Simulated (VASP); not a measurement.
# Ba (Pm-3m) in VASP: further runs, part 2 of 2

VASP 6.6.1. Earlier steps stand in the parts before.

### Step 4. Single point, PBE

Contents of INCAR:

```
PREC = Accurate
ENCUT = 450
EDIFF = 1E-6
ISMEAR = 1
SIGMA = 0.1
LREAL = F
LASPH = T
NELM = 100
ALGO = Normal
ISIF = 2
LWAVE = F
LCHARG = F
GGA = PE
ADDGRID = F
```

Contents of KPOINTS:

```
regular mesh
0
Gamma
  14 14 14
```

Contents of POSCAR:

```
Ba
1.0
    3.9177175405      0.0000000000      0.0000000000
    0.0000000000      3.9177175405      0.0000000000
    0.0000000000      0.0000000000      3.9177175405
Ba
1
Direct
    0.0000000000      0.0000000000      0.0000000000
```

Potentials or basis: VASP PAW PBE potentials, release 64 (Ba_sv).

Started as:

```
$ cat potpaw_PBE.64/Ba_sv/POTCAR > POTCAR
$ mpirun -np 1 vasp_std > vasp.out
```

OUTCAR:

```text
PREC = Accurate
   ENCUT = 450
   EDIFF = 1E-6
   ISMEAR = 1
   LREAL = F
   LASPH = T
   NELM = 100
   ISIF = 2
   GGA = PE

 Found    120 irreducible k-points:

 Following reciprocal coordinates:
            Coordinates               Weight
  0.000000  0.000000  0.000000      1.000000
  0.071429  0.000000  0.000000      6.000000
  0.142857  0.000000  0.000000      6.000000
  0.214286  0.000000  0.000000      6.000000
  0.285714  0.000000  0.000000      6.000000
  0.357143  0.000000  0.000000      6.000000
   k-points           NKPTS =    120   k-points in BZ     NKDIM =    120   number of bands    NBANDS=      9
   number of dos      NEDOS =    301   number of ions     NIONS =      1
   total plane-waves  NPLWV =  21952
   dimension x,y,z NGX =    28 NGY =   28 NGZ =   28
   dimension x,y,z NGXF=    56 NGYF=   56 NGZF=   56
   ions per type =               1
   NGX,Y,Z   is equivalent  to a cutoff of  11.88, 11.88, 11.88 a.u.
   NGXF,Y,Z  is equivalent  to a cutoff of  23.76, 23.76, 23.76 a.u.
 SYSTEM =  unknown system
   PREC   = accura    normal or accurate (medium, high low for compatibility)
   ISTART =      0    job   : 0-new  1-cont  2-samecut
   ICHARG =      2    charge: 1-file 2-atom 10-const
   ISPIN  =      1    spin polarized calculation?
   LNONCOLLINEAR =      F non collinear calculations
   LSORBIT =      F    spin-orbit coupling
   LASPH  =      T    aspherical Exc in radial PAW
   ENCUT  =  450.0 eV  33.07 Ry    5.75 a.u.   6.78  6.78  6.78*2*pi/ulx,y,z
   NELM   =    100;   NELMIN=  2; NELMDL= -5     # of ELM steps
   EDIFF  = 0.1E-05   stopping-criterion for ELM
   LREAL  =      F    real-space projection
   EDIFFG = 0.1E-04   stopping-criterion for IOM
   NSW    =      0    number of steps for IOM
   IBRION =     -1    ionic relax: 0-MD 1-quasi-New 2-CG
   NFREE  =      0    steps in history (QN), initial steepest desc. (CG)
   ISIF   =      2    stress and relaxation
   ISYM   =      2    0-nonsym 1-usesym 2-fastsym
   POTIM  = 0.5000    time-step for ionic-motion
   TEBEG  =    0.0;   TEEND  =   0.0 temperature during run
   PSTRESS=    0.0 pullay stress
   NELECT =      10.0000    total number of electrons
   NUPDOWN=      -1.0000    fix difference up-down
   EMIN   =  10.00;   EMAX   =-10.00  energy-range for DOS
   EFERMI =   0.00;   METHOD = LEGACY
   ISMEAR =     1;   SIGMA  =   0.10  broadening in eV -4-tet -1-fermi 0-gaus
   EFERMI_NEDOS =   21; number of points for ismear=-14 and -15
   IALGO  =     38    algorithm
   IMIX   =      4    mixing-type and parameters
     AMIX     =   0.40;   BMIX     =  1.00
     AMIX_MAG =   1.60;   BMIX_MAG =  1.00
  volume/ion in A,a.u.               =      60.13       405.78
  Fermi-wavevector in a.u.,A,eV,Ry     =   0.900275  1.701272 11.027448  0.810495
  Thomas-Fermi vector in A             =   2.023212
   LORBIT       =      0    0 simple, 1 ext, 2 COOP (PROOUT), +10 PAW based schemes
   GGA     = PE    functional components
   LHFCALC =     F    Hartree Fock is set to
   AEXX    =    0.0000 exact exchange contribution
   IVDW    =     0    specifies the selected vdW correction
   LEPSILON=     F    determine dielectric tensor
   LRPA    =     F    only Hartree local field effects (RPA)
 non-spin polarized calculation
 Methfessel and Paxton  Order N= 1 SIGMA  =   0.10
  energy-cutoff  :      450.00
  volume of cell :       60.13
 maximum number of plane-waves:      1334
 NGX is ok and might be reduce to    28
   NGX = 13   NGY = 13   NGZ = 13

 number of electron      10.0000000 magnetization

 number of electron       9.9999999 magnetization

 Free energy of the ion-electron system (eV)
  ---------------------------------------------------
  ext. energy  EPLUGINS =         0.00000000
  ---------------------------------------------------
  free energy    TOTEN  =        -1.59637057 eV

  energy without entropy =       -1.59658660  energy(sigma->0) =       -1.59644258

 E-fermi :   1.7322     XC(G=0):  -7.5437

 val. band max:        1.7104068745   @ k =   0.5000   0.2143   0.0000
 cond. band min:       1.7448977075   @ k =   0.5000   0.5000   0.4286
 fundamental gap:      0.0344908330
 Fermi energy:         1.7322352364

 k-point     1 :       0.0000    0.0000    0.0000
  band No.  band energies     occupation
      1     -27.4118      2.00000
      2     -12.2242      2.00000
      3     -12.2242      2.00000
      4     -12.2242      2.00000
      5      -0.8510      2.00000
      6       1.7598      0.55206
      7       1.7598      0.55206
      8       6.7006      0.00000
      9       6.7006      0.00000

 k-point     2 :       0.0714    0.0000    0.0000
  band No.  band energies     occupation
      1     -27.4086      2.00000
      2     -12.2655      2.00000
      3     -12.2207      2.00000
      4     -12.2207      2.00000
      5      -0.7714      2.00000
      6       1.7844      0.23620
      7       1.8431     -0.06608
      8       6.4846      0.00000
      9       6.4872      0.00000
[... 37 lines left out ...]
 k-point     6 :       0.3571    0.0000    0.0000
  band No.  band energies     occupation
      1     -27.3593      2.00000
      2     -12.8500      2.00000
      3     -12.1662      2.00000
      4     -12.1662      2.00000
      5       0.5561      2.00000
      6       2.2183     -0.00000
      7       2.7860     -0.00000
      8       4.6840      0.00000
      9       4.6840      0.00000

 [... further k-points ...]
[... 5 lines left out ...]
  --------------------------------------------------------------------------------------
  -------------------------------------------------------------------------------------
  Total        0.1122571      0.1122571      0.1122571      0.0000000      0.0000000     -0.0000000
  in kB        2.9910583      2.9910583      2.9910583      0.0000000      0.0000000     -0.0000000
  external PRESSURE =       2.9910583 kB  Pullay stress =       0.0000000 kB

 VOLUME and BASIS-vectors are now :
 -----------------------------------------------------------------------------
  energy-cutoff  :      450.00
  volume of cell :       60.13
      direct lattice vectors                 reciprocal lattice vectors
     3.917717540  0.000000000  0.000000000     0.255250663  0.000000000  0.000000000
     0.000000000  3.917717540  0.000000000     0.000000000  0.255250663  0.000000000
     0.000000000  0.000000000  3.917717540     0.000000000  0.000000000  0.255250663

 POSITION                                       TOTAL-FORCE (eV/Angst)
 -----------------------------------------------------------------------------------
      0.00000      0.00000      0.00000         0.000000      0.000000      0.000000
 -----------------------------------------------------------------------------------
    total drift:                               -0.000000      0.000000     -0.000000

  FREE ENERGIE OF THE ION-ELECTRON SYSTEM (eV)
  ---------------------------------------------------
  free  energy   TOTEN  =        -1.5963705748 eV

  energy  without entropy=       -1.5965866032  energy(sigma->0) =       -1.59644258
```

stdout:

```text
POSCAR found type information on POSCAR Ba
 POSCAR found :  1 types and       1 ions
 scaLAPACK will be used
 LDA part: xc-table for (Slater+PW92), standard interpolation
 POSCAR, INCAR and KPOINTS ok, starting setup
 FFT: planning ... GRIDC
 FFT: planning ... GRID_SOFT
 FFT: planning ... GRID
 WAVECAR not read
 entering main loop
```

Wall time 31 s (1 thread of Intel Xeon Platinum 8259CL at 2.50GHz (Skylake/Cascade Lake), shared host); peak memory 0.19 GiB.

The run converged, but some of its settings lie outside the range that counts as converged, so its numbers aren't taken as properties of the crystal.

What came out:

```
Free energy            : -1.5964 eV
Pressure               : 0.3 GPa
Band gap on the k mesh : none (metal or under the smearing width)
```

### Step 5. Single point, PBE

INCAR is that of step 4.

KPOINTS is that of step 4.

Contents of POSCAR:

```
Ba
1.0
    3.9784390000     -0.0454340000      0.0410850000
   -0.0454340000      3.9110040000      0.0402290000
    0.0410850000      0.0402290000      3.8659060000
Ba
1
Direct
   -0.0007550000      0.0095990000     -0.0077320000
```

Started as:

```
$ cat potpaw_PBE.64/Ba_sv/POTCAR > POTCAR
$ mpirun -np 1 vasp_std > vasp.out
```

Run time: 4.7 min. Hardware: 1 thread of Intel Xeon Platinum 8259CL at 2.50GHz (Skylake/Cascade Lake), shared host; peak memory 0.7 GiB.

The run converged, but some of its settings lie outside the range that counts as converged, so its numbers aren't taken as properties of the crystal.

Results:

```
Free energy            : -1.5954 eV
Pressure               : 0.3 GPa
Band gap on the k mesh : none (metal or under the smearing width)
```

### Step 6. Single point, PBE

Changes to INCAR since step 5:

```diff
@@ -4,3 +4,3 @@
 ISMEAR = 1
-SIGMA = 0.1
+SIGMA = 0.05
 LREAL = F
```

KPOINTS is that of step 5.

Contents of POSCAR:

```
Ba
1.0
    3.9177175405      0.0000000000      0.0000000000
    0.0000000000      3.9177175405      0.0000000000
    0.0000000000      0.0000000000      3.9177175405
Ba
1
Direct
    0.0000000000      0.0000000000      0.0000000000
```

Potentials or basis: VASP PAW PBE potentials, release 64 (Ba_sv).

Started as:

```
$ cat potpaw_PBE.64/Ba_sv/POTCAR > POTCAR
$ mpirun -np 1 vasp_std > vasp.out
```

OUTCAR:

```text
PREC = Accurate
   ENCUT = 450
   EDIFF = 1E-6
   ISMEAR = 1
   LREAL = F
   LASPH = T
   NELM = 100
   ISIF = 2
   GGA = PE

 Found    120 irreducible k-points:

 Following reciprocal coordinates:
            Coordinates               Weight
  0.000000  0.000000  0.000000      1.000000
  0.071429  0.000000  0.000000      6.000000
  0.142857  0.000000  0.000000      6.000000
  0.214286  0.000000  0.000000      6.000000
  0.285714  0.000000  0.000000      6.000000
  0.357143  0.000000  0.000000      6.000000
[... 141 lines left out ...]
      3     -12.1674      2.00000
      4     -12.1674      2.00000
      5       0.5559      2.00000
      6       2.2175     -0.00000
      7       2.7857      0.00000
      8       4.6835      0.00000
      9       4.6835      0.00000

 [... further k-points ...]
[... 5 lines left out ...]
  --------------------------------------------------------------------------------------
  -------------------------------------------------------------------------------------
  Total        0.1161292      0.1161292      0.1161292     -0.0000000      0.0000000      0.0000000
  in kB        3.0942293      3.0942293      3.0942293     -0.0000000      0.0000000      0.0000000
  external PRESSURE =       3.0942293 kB  Pullay stress =       0.0000000 kB

 VOLUME and BASIS-vectors are now :
 -----------------------------------------------------------------------------
  energy-cutoff  :      450.00
  volume of cell :       60.13
      direct lattice vectors                 reciprocal lattice vectors
     3.917717540  0.000000000  0.000000000     0.255250663  0.000000000  0.000000000
     0.000000000  3.917717540  0.000000000     0.000000000  0.255250663  0.000000000
     0.000000000  0.000000000  3.917717540     0.000000000  0.000000000  0.255250663

 POSITION                                       TOTAL-FORCE (eV/Angst)
 -----------------------------------------------------------------------------------
      0.00000      0.00000      0.00000         0.000000      0.000000      0.000000
 -----------------------------------------------------------------------------------
    total drift:                               -0.000000     -0.000000     -0.000000

  FREE ENERGIE OF THE ION-ELECTRON SYSTEM (eV)
  ---------------------------------------------------
  free  energy   TOTEN  =        -1.5964266272 eV

  energy  without entropy=       -1.5964424170  energy(sigma->0) =       -1.59643189
```

stdout:

```text
POSCAR found type information on POSCAR Ba
 POSCAR found :  1 types and       1 ions
 scaLAPACK will be used
 LDA part: xc-table for (Slater+PW92), standard interpolation
 POSCAR, INCAR and KPOINTS ok, starting setup
 FFT: planning ... GRIDC
 FFT: planning ... GRID_SOFT
 FFT: planning ... GRID
 WAVECAR not read
 entering main loop
```

Wall time 33 s (1 thread of Intel Xeon Platinum 8259CL at 2.50GHz (Skylake/Cascade Lake), shared host); peak memory 0.19 GiB.

These settings aren't checked as converged: the numbers below hold their error.

What came out:

```
Free energy            : -1.5964 eV
Pressure               : 0.3 GPa
Band gap on the k mesh : none (metal or under the smearing width)
```

### Step 7. The reference run

An earlier run on the cell as given: functional PBE; potentials or basis VASP PAW PBE potentials, release 64 (Ba_sv); cutoff 520 eV; k mesh 7 × 7 × 7; occupations fermi-dirac, width 0.05 eV; no spin polarisation.

* Pressure: 0.4 GPa
* Band gap on the k mesh: 0.15 eV, indirect (least direct gap 0.22 eV)
